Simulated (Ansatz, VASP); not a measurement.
One calculation of InSe, two programs

```
In Se
1.0
     4.04733    0.00000    0.00000
    -2.02366    3.50509    0.00000
     0.00000    0.00000   18.05206
In Se
4 4
Direct
  0.00000 0.00000 0.57739
  0.00000 0.00000 0.42261
  0.33333 0.66667 0.92261
  0.33333 0.66667 0.07739
  0.66667 0.33333 0.85300
  0.66667 0.33333 0.14700
  0.33333 0.66667 0.64702
  0.33333 0.66667 0.35298
```

Measurements of this composition are mostly on another form, of space group No. 160.

Alike in both runs: task single point; functional PBE; dispersion D3(BJ); k mesh 6 × 6 × 1; occupations gaussian, width 0.1 eV; no spin polarisation.

|  | VASP | Ansatz |
| --- | --- | --- |
| version | VASP 6.6.1 | Ansatz 0.2.0 |
| potentials or method | VASP PAW PBE potentials, release 64 (In_d, Se) | scalar-relativistic, plane waves, PAW |
| plane-wave cutoff (eV) | 520 | 420 |
| valence electrons in the cell | 76 | 116 |

|  | VASP | Ansatz | Ansatz less VASP |
| --- | --- | --- | --- |
| gap on the k mesh at the Fermi level (eV) | 0.72 | 0.73 | +0.012 |
| least direct gap on the mesh (eV) | 0.72 | 0.73 | +0.012 |
| pressure (GPa) | 0.0 | 0.0 | -0.04 |
| largest component of the traceless stress (GPa) | 0.09 | 0.09 | -0.004 |
| rms of the force components (eV/Å) | 0.119 | 0.111 | -0.0085 |

Atom by atom the forces differ by 0.009 eV/Å (rms over components). The two sets of potentials don't hold the same shells in valence.

Caveats: spin-orbit coupling is left out, which moves the levels of the heavy elements. As with any semilocal functional, this PBE gap is likely too small.
